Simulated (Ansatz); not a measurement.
# LAPW volumes and bulk moduli in simple lattices

All-electron LAPW (Ansatz 0.2.0), scalar-relativistic, no spin, Fermi–Dirac smearing 0.136 eV, k-meshes of 8 to 18 points an axis; Birch–Murnaghan fits to pressures. Some or most of these lattices are hypothetical for the element, and V0 is the minimum nearest the starting volume; lattices without a usable fit are left out; mesh and smearing are coarse, and magnetic elements are treated as non-magnetic.

```csv
element,lattice,functional,V0 (Å³/atom),B0 (GPa),B′,k-points per axis
Mo,bcc,LDA,15.08,292,4.1,15
Mo,bcc,PBE,15.80,259,4.2,15
Mo,bcc,PBEsol,15.34,280,4.2,15
Mo,diamond,LDA,21.64,123,4.1,8
Mo,diamond,PBE,23.08,105,4.0,8
Mo,diamond,PBEsol,22.15,116,4.1,8
Mo,fcc,PBE,16.06,235,4.0,14
Mo,fcc,PBEsol,15.56,254,4.0,14
Mo,sc,LDA,16.69,220,4.3,13
Mo,sc,PBEsol,17.00,209,4.3,13
```

Task: Give V0 and B0 for sc Mo in PBE.

Result: 17.59 Å³/atom and 191.2 GPa.

Task: Give V0 and B0 for fcc Mo in LDA.

Result: 15.27 Å³/atom and 265.2 GPa.
